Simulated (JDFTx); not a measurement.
# BeS (F-43m) in JDFTx: a series of runs

The runs below take BeS through band structure, with LDA, PBEsol, r2SCAN.

Program: JDFTx 1.7.0 (patched build). These are calculated values, not measurements. Logs are shortened: lines on timing, memory, paths and dates and some standing lists are left out, and cuts for length are marked. The log counts tension as positive stress, the text compression.

**1. Starting point**

The structure is cubic, space group F-43m (No. 216). The conventional cell has a = 4.850 Å, b = 4.850 Å, c = 4.850 Å, α = 90.00°, β = 90.00°, γ = 90.00°. S (site symmetry -43m) has 4 Be at 2.10 Å as nearest neighbours. Around Be (site symmetry -43m) lie 4 S at 2.10 Å.

**2. Band structure, LDA**

Input file bands.in:

```
lattice \
    0.0000000000     4.5825858522     4.5825858522 \
    4.5825858522     0.0000000000     4.5825858522 \
    4.5825858522     4.5825858522     0.0000000000
coords-type Lattice
ion S      0.7500000000     0.7500000000     0.7500000000 1
ion Be     0.0000000000     0.0000000000     0.0000000000 1

ion-species pseudo/S.upf
ion-species pseudo/Be.upf
elec-cutoff 40 320
elec-ex-corr lda-PW
elec-smearing Fermi 0.0018374661
elec-n-bands 10
electronic-minimize nIterations 30 energyDiffThreshold 1e-06
davidson-band-ratio 1.3
forces-output-coords Cartesian
include path.kpoints
symmetries none
fix-electron-density run.$VAR

dump-name bands.$VAR
dump End Ecomponents EigStats BandEigs Kpoints Forces
```

Input file path.kpoints:

```
kpoint +0.0000000000 +0.0000000000 +0.0000000000 0.020000000000
kpoint +0.0714285714 +0.0000000000 +0.0714285714 0.020000000000
kpoint +0.1428571429 +0.0000000000 +0.1428571429 0.020000000000
kpoint +0.2142857143 +0.0000000000 +0.2142857143 0.020000000000
kpoint +0.2857142857 +0.0000000000 +0.2857142857 0.020000000000
kpoint +0.3571428571 +0.0000000000 +0.3571428571 0.020000000000
kpoint +0.4285714286 +0.0000000000 +0.4285714286 0.020000000000
kpoint +0.5000000000 +0.0000000000 +0.5000000000 0.020000000000
kpoint +0.5000000000 +0.0833333333 +0.5833333333 0.020000000000
kpoint +0.5000000000 +0.1666666667 +0.6666666667 0.020000000000
kpoint +0.5000000000 +0.2500000000 +0.7500000000 0.020000000000
kpoint +0.4375000000 +0.3125000000 +0.7500000000 0.020000000000
kpoint +0.3750000000 +0.3750000000 +0.7500000000 0.020000000000
kpoint +0.3281250000 +0.3281250000 +0.6562500000 0.020000000000
kpoint +0.2812500000 +0.2812500000 +0.5625000000 0.020000000000
kpoint +0.2343750000 +0.2343750000 +0.4687500000 0.020000000000
kpoint +0.1875000000 +0.1875000000 +0.3750000000 0.020000000000
kpoint +0.1406250000 +0.1406250000 +0.2812500000 0.020000000000
kpoint +0.0937500000 +0.0937500000 +0.1875000000 0.020000000000
kpoint +0.0468750000 +0.0468750000 +0.0937500000 0.020000000000
kpoint +0.0000000000 +0.0000000000 +0.0000000000 0.020000000000
kpoint +0.0833333333 +0.0833333333 +0.0833333333 0.020000000000
kpoint +0.1666666667 +0.1666666667 +0.1666666667 0.020000000000
kpoint +0.2500000000 +0.2500000000 +0.2500000000 0.020000000000
kpoint +0.3333333333 +0.3333333333 +0.3333333333 0.020000000000
kpoint +0.4166666667 +0.4166666667 +0.4166666667 0.020000000000
kpoint +0.5000000000 +0.5000000000 +0.5000000000 0.020000000000
kpoint +0.5250000000 +0.4500000000 +0.5250000000 0.020000000000
kpoint +0.5500000000 +0.4000000000 +0.5500000000 0.020000000000
kpoint +0.5750000000 +0.3500000000 +0.5750000000 0.020000000000
kpoint +0.6000000000 +0.3000000000 +0.6000000000 0.020000000000
kpoint +0.6250000000 +0.2500000000 +0.6250000000 0.020000000000
kpoint +0.5625000000 +0.2500000000 +0.6875000000 0.020000000000
kpoint +0.5000000000 +0.2500000000 +0.7500000000 0.020000000000
kpoint +0.5000000000 +0.2916666667 +0.7083333333 0.020000000000
kpoint +0.5000000000 +0.3333333333 +0.6666666667 0.020000000000
kpoint +0.5000000000 +0.3750000000 +0.6250000000 0.020000000000
kpoint +0.5000000000 +0.4166666667 +0.5833333333 0.020000000000
kpoint +0.5000000000 +0.4583333333 +0.5416666667 0.020000000000
kpoint +0.5000000000 +0.5000000000 +0.5000000000 0.020000000000
kpoint +0.4791666667 +0.4791666667 +0.5416666667 0.020000000000
kpoint +0.4583333333 +0.4583333333 +0.5833333333 0.020000000000
kpoint +0.4375000000 +0.4375000000 +0.6250000000 0.020000000000
kpoint +0.4166666667 +0.4166666667 +0.6666666667 0.020000000000
kpoint +0.3958333333 +0.3958333333 +0.7083333333 0.020000000000
kpoint +0.3750000000 +0.3750000000 +0.7500000000 0.020000000000
kpoint +0.6250000000 +0.2500000000 +0.6250000000 0.020000000000
kpoint +0.5833333333 +0.1666666667 +0.5833333333 0.020000000000
kpoint +0.5416666667 +0.0833333333 +0.5416666667 0.020000000000
kpoint +0.5000000000 +0.0000000000 +0.5000000000 0.020000000000
```

Potentials or basis: SG15-PBE-1.2 with smoothed tails.

The run is started by

```console
$ jdftx -c 1 -i bands.in -o bands.out
```

What it wrote:

```text
*************** JDFTx 1.7.0 (patched build) ***************

Input parsed successfully to the following command list (including defaults):
[... the input with its defaults ...]

---------- Initializing the Grid ----------
R =
[            0      4.58259      4.58259  ]
[      4.58259            0      4.58259  ]
[      4.58259      4.58259            0  ]
unit cell volume = 192.469
G =
[   -0.68555    0.68555    0.68555  ]
[    0.68555   -0.68555    0.68555  ]
[    0.68555    0.68555   -0.68555  ]
Minimum fftbox size, Smin = [  56  56  56  ]
Chosen fftbox size, S = [  56  56  56  ]

---------- Initializing tighter grid for wavefunction operations ----------
R =
[            0      4.58259      4.58259  ]
[      4.58259            0      4.58259  ]
[      4.58259      4.58259            0  ]
unit cell volume = 192.469
G =
[   -0.68555    0.68555    0.68555  ]
[    0.68555   -0.68555    0.68555  ]
[    0.68555    0.68555   -0.68555  ]
Minimum fftbox size, Smin = [  40  40  40  ]
Chosen fftbox size, S = [  40  40  40  ]

---------- Exchange Correlation functional ----------
Initalized Slater LDA exchange.
Initalized Perdew-Wang LDA correlation.

---------- Setting up pseudopotentials ----------
Width of ionic core gaussian charges (only for fluid interactions / plotting) set to 0

Reading pseudopotential file 'pseudo/S.upf':
  'S' pseudopotential, 'PBE' functional
  WARNING: this pseudopotential is for another kind of functional than that of the calculation, 'lda-PW'.
  Generated using ONCVPSP code by D. R. Hamann
  6 valence electrons, 0 orbitals, 4 projectors, 602 radial grid points, with lMax = 1
  Core radius for overlap checks: 1.63 bohrs.

Reading pseudopotential file 'pseudo/Be.upf':
  'Be' pseudopotential, 'PBE' functional
  WARNING: this pseudopotential is for another kind of functional than that of the calculation, 'lda-PW'.
  Generated using ONCVPSP code by D. R. Hamann
  4 valence electrons, 0 orbitals, 4 projectors, 602 radial grid points, with lMax = 1
  Core radius for overlap checks: 1.95 bohrs.

Initialized 2 species with 2 total atoms.

Folded 50 k-points by 1x1x1 to 50 k-points.

---------- Setting up k-points, bands, fillings ----------
No reducable k-points.
Computing the number of bands and number of electrons
Calculating initial fillings.
nElectrons:  10.000000   nBands: 10   nStates: 50

----- Setting up reduced wavefunction bases (one per k-point) -----
average nbasis = 2323.800 , ideal nbasis = 2325.658

---------- Setting up ewald sum ----------
Optimum gaussian width for ewald sums = 2.081331 bohr.
Real space sum over 1331 unit cells with max indices [  5  5  5  ]
Reciprocal space sum over 2197 terms with max indices [  6  6  6  ]

---------- Allocating electronic variables ----------
Reading n from file 'run.n' ... done
Initializing wave functions:  (No orbitals for LCAO)  bandwidth-limited random numbers

----------- Band structure minimization -------------
Minimization will be done independently for each quantum number.

---- Minimization of quantum number:     0  [ +0.0000000 +0.0000000 +0.0000000 ]  0.040000000 ----
BandDavidson: Iter:   0  Eband: +0.167787338639731
BandDavidson: Iter:   1  Eband: +0.021062402043986  dEband: -1.467249e-01
BandDavidson: Iter:   2  Eband: -0.022658739579824  dEband: -4.372114e-02
BandDavidson: Iter:   3  Eband: -0.029448948242666  dEband: -6.790209e-03
[... 801 lines of inner loops ...]
BandDavidson: Iter:  18  Eband: -0.024307510517399  dEband: -1.383654e-06
BandDavidson: Iter:  19  Eband: -0.024308439565794  dEband: -9.290484e-07
BandDavidson: Converged (dEband<1.000000e-06)
	FillingsUpdate:  mu: +0.258178924  nElectrons: 10.000000

Dumping 'bands.eigStats' ...
	eMin: -3.399828 at state 1 ( [ +0.071429 +0.000000 +0.071429 ] spin 0 )
	HOMO: +0.203859 at state 20 ( [ +0.000000 +0.000000 +0.000000 ] spin 0 )
	mu  : +0.258179
	LUMO: +0.309022 at state 49 ( [ +0.500000 +0.000000 +0.500000 ] spin 0 )
	eMax: +0.767592 at state 49 ( [ +0.500000 +0.000000 +0.500000 ] spin 0 )
	HOMO-LUMO gap: +0.105163
	Optical gap  : +0.200033 at state 19 ( [ +0.046875 +0.046875 +0.093750 ] spin 0 )
Done!
[note: mu, HOMO and LUMO in a band run belong to the points of the path alone and aren't those of the crystal]
```

Run time: 20 s. Hardware: 1 thread of Arm Neoverse V1, shared host; peak memory 0.09 GiB.

Results:

- Band gap along the path: 2.86 eV, indirect (least direct gap 5.44 eV)

Levels at the corners of the path, in eV from the valence-band top:
| point | band 2 | band 3 | band 4 | band 5 | band 6 | band 7 | band 8 |
| --- | --- | --- | --- | --- | --- | --- | --- |
| Γ | -13.73 | 0.00 | 0.00 | 0.00 | 5.49 | 5.49 | 5.49 |
| X | -11.54 | -5.11 | -2.72 | -2.72 | 2.86 | 4.73 | 12.60 |
| W | -11.48 | -4.32 | -3.98 | -3.46 | 6.31 | 7.87 | 8.22 |
| K | -11.55 | -4.64 | -4.22 | -2.26 | 4.14 | 7.35 | 10.40 |
| Γ | -13.73 | 0.00 | 0.00 | 0.00 | 5.49 | 5.49 | 5.49 |
| L | -12.09 | -5.91 | -1.07 | -1.07 | 5.29 | 6.40 | 6.40 |
| U | -11.55 | -4.64 | -4.22 | -2.26 | 4.14 | 7.35 | 10.40 |
| W | -11.48 | -4.32 | -3.98 | -3.46 | 6.31 | 7.87 | 8.22 |
| L | -12.09 | -5.91 | -1.07 | -1.07 | 5.29 | 6.40 | 6.40 |
| K | -11.55 | -4.64 | -4.22 | -2.26 | 4.14 | 7.35 | 10.40 |
| U | -11.55 | -4.64 | -4.22 | -2.26 | 4.14 | 7.35 | 10.40 |
| X | -11.54 | -5.11 | -2.72 | -2.72 | 2.86 | 4.73 | 12.60 |

**3. Band structure, PBEsol**

Changes to bands.in since step 2:

```diff
@@ -11,3 +11,3 @@
 elec-cutoff 40 320
-elec-ex-corr lda-PW
+elec-ex-corr gga-PBEsol
 elec-smearing Fermi 0.0018374661
```

path.kpoints is that of step 2.

Potentials or basis: SG15-PBE-1.2 with smoothed tails.

The run is started by

```console
$ jdftx -c 1 -i bands.in -o bands.out
```

Wall time 19 s (1 thread of Arm Neoverse V1, shared host); peak memory 0.11 GiB.

The run converged. Its results:

| Item | Value |
| --- | --- |
| Band gap along the path | 2.93 eV, indirect (least direct gap 5.54 eV) |

Levels at the corners of the path, in eV from the valence-band top:
```tsv
point	band 2	band 3	band 4	band 5	band 6	band 7	band 8
Γ	-13.73	0.00	0.00	0.00	5.60	5.60	5.60
X	-11.54	-5.09	-2.69	-2.69	2.93	4.81	12.73
W	-11.48	-4.30	-3.95	-3.43	6.33	7.97	8.33
K	-11.55	-4.61	-4.19	-2.23	4.21	7.42	10.50
Γ	-13.73	0.00	0.00	0.00	5.60	5.60	5.60
L	-12.09	-5.88	-1.05	-1.05	5.37	6.48	6.48
U	-11.55	-4.61	-4.19	-2.23	4.21	7.42	10.50
W	-11.48	-4.30	-3.95	-3.43	6.33	7.97	8.33
L	-12.09	-5.88	-1.05	-1.05	5.37	6.48	6.48
K	-11.55	-4.61	-4.19	-2.23	4.21	7.42	10.50
U	-11.55	-4.61	-4.19	-2.23	4.21	7.42	10.50
X	-11.54	-5.09	-2.69	-2.69	2.93	4.81	12.73
```

**4. Band structure, r2SCAN**

Changes to bands.in since step 3:

```diff
@@ -11,3 +11,3 @@
 elec-cutoff 40 320
-elec-ex-corr gga-PBEsol
+elec-ex-corr mgga-x-r2scan mgga-c-r2scan
 elec-smearing Fermi 0.0018374661
```

path.kpoints is that of step 3.

The run is started by

```console
$ jdftx -c 1 -i bands.in -o bands.out
```

Run time: 64 s. Hardware: 1 thread of Arm Neoverse V1, shared host; peak memory 0.11 GiB.

It converged, with:

| Quantity | Value |
| --- | --- |
| Band gap along the path | 3.56 eV, indirect (least direct gap 6.27 eV) |

Levels at the corners of the path, in eV from the valence-band top:
```
point  band 2  band 3  band 4  band 5  band 6  band 7  band 8
    Γ  -14.34    0.00    0.00    0.00    6.27    6.27    6.27
    X  -12.15   -5.13   -2.72   -2.72    3.56    5.55   13.81
    W  -12.09   -4.32   -3.98   -3.42    6.99    8.79    9.20
    K  -12.16   -4.64   -4.20   -2.26    4.89    8.20   11.40
    Γ  -14.34    0.00    0.00    0.00    6.27    6.27    6.27
    L  -12.70   -5.93   -1.06   -1.06    6.19    7.17    7.17
    U  -12.16   -4.64   -4.20   -2.26    4.89    8.20   11.40
    W  -12.09   -4.32   -3.98   -3.42    6.99    8.79    9.20
    L  -12.70   -5.93   -1.06   -1.06    6.19    7.17    7.17
    K  -12.16   -4.64   -4.20   -2.26    4.89    8.20   11.40
    U  -12.16   -4.64   -4.20   -2.26    4.89    8.20   11.40
    X  -12.15   -5.13   -2.72   -2.72    3.56    5.55   13.81
```
